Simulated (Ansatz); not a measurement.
## What a change of settings does to a run on Al

The cell is COD entry 4313206, as deposited and not checked against the literature; nothing was relaxed.

First run: DFT, PBEsol, all-electron LAPW, scalar-relativistic (Ansatz 0.2.0).

Command: `ansatz run input.yaml --threads 1 --pin off --max-ram 2048MiB --backend cpu --events-out ev --progress --plain --runs-dir out` The run took 3 s on 1 thread of Arm Neoverse V1, on a shared host, peak memory 0.2 GiB.

```yaml
crystal:
  lattice:
    - [0.0, 2.02398, 2.02398]
    - [2.02398, 0.0, 2.02398]
    - [2.02398, 2.02398, 0.0]
  atoms:
    - { symbol: Al, position: [0.0, 0.0, 0.0] }
kpoints:
  mp_grid: { grid: [14, 14, 14] }
  band_path:
    path:
      - [0.0, 0.0, 0.0]
      - [0.5, 0.0, 0.5]
      - [0.625, 0.25, 0.625]
      - [0.375, 0.375, 0.75]
      - [0.0, 0.0, 0.0]
      - [0.5, 0.5, 0.5]
      - [0.5, 0.25, 0.75]
      - [0.5, 0.0, 0.5]
    npoints: 5
scf:
  occupations: { method: fermi_dirac, width: 0.05 }
hamiltonian:
  xc: pbesol
  pseudopotentials: { kind: all_electron, lapw: { basis_error: 0.001 } }
output:
  forces: true
  stress: true
  eigenvalues: true
```

Result: converged; pressure -2.10 GPa; 5 SCF iterations.

The input is then changed:

```diff
@@ -20,5 +20,6 @@
     npoints: 5
 scf:
-  occupations: { method: fermi_dirac, width: 0.05 }
+  occupations: { method: tetrahedron_uncorrected }
+  mixing: { preconditioner: kerker }
 hamiltonian:
   xc: pbesol
```

Problem. What does the second run give?

Solution. It converged; energy at zero smearing +71.1 meV/atom from the first run; pressure -2.15 GPa; 6 SCF iterations.
